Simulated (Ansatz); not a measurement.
# Hg (Hg, alpha-Hg (rhombohedral)): the cost of one run

Program: Ansatz 0.2.0. Level of theory: DFT BLYP, plane waves (420 eV) with PAW, scalar-relativistic; the PAW data stem from PBE, with regenerated cores. These are calculated values, not measurements.

**1. The structure to begin with**

Symmetry: R-3m, No. 166, trigonal system. The conventional cell has a = 3.458 Å, b = 3.458 Å, c = 6.684 Å, α = 90.00°, β = 90.00°, γ = 120.00°. Around Hg (site symmetry -3m) lie 6 Hg at 2.99 Å.

Structure file:

```cif
data_structure
_symmetry_space_group_name_H-M 'R-3m:H'
_symmetry_Int_Tables_number 166
_cell_length_a 3.4580
_cell_length_b 3.4580
_cell_length_c 6.6840
_cell_angle_alpha 90.000
_cell_angle_beta 90.000
_cell_angle_gamma 120.000
_cell_volume 69.22
loop_
_atom_site_label
_atom_site_type_symbol
_atom_site_symmetry_multiplicity
_atom_site_Wyckoff_symbol
_atom_site_fract_x
_atom_site_fract_y
_atom_site_fract_z
_atom_site_occupancy
Hg1 Hg 3 a 0.00000 0.00000 0.00000 1
```

**2. Relaxation of the cell**

File input.yaml:

```yaml
crystal:
  lattice:
    - [1.7290008993, 0.9982391346, 2.228]
    - [-1.7290008993, 0.9982391346, 2.228]
    - [0.0, -1.9964782693, 2.228]
  atoms:
    - { symbol: Hg, position: [1.0, 0.0, 0.0] }
hamiltonian:
  xc: blyp
  pseudopotentials:
    kind: paw
    azcp:
      Hg: "pseudopotentials/Hg.paw.azcp"
basis:
  ecutwfc: 420
  fft_grid_basis: typed
kpoints:
  mp_grid: { grid: [11, 11, 11], shift: [0, 0, 0] }
magnetization:
  spin_polarized: false
scf:
  occupations: { method: fermi_dirac, width: 0.1 }
relax:
  max_steps: 60
  f_tol: 0.01
  cell: {}
```

Q: Estimate wall time and peak memory on 4 threads of an x86-64 CPU, shared host.

About 44 s, with a peak of 0.59 GiB.
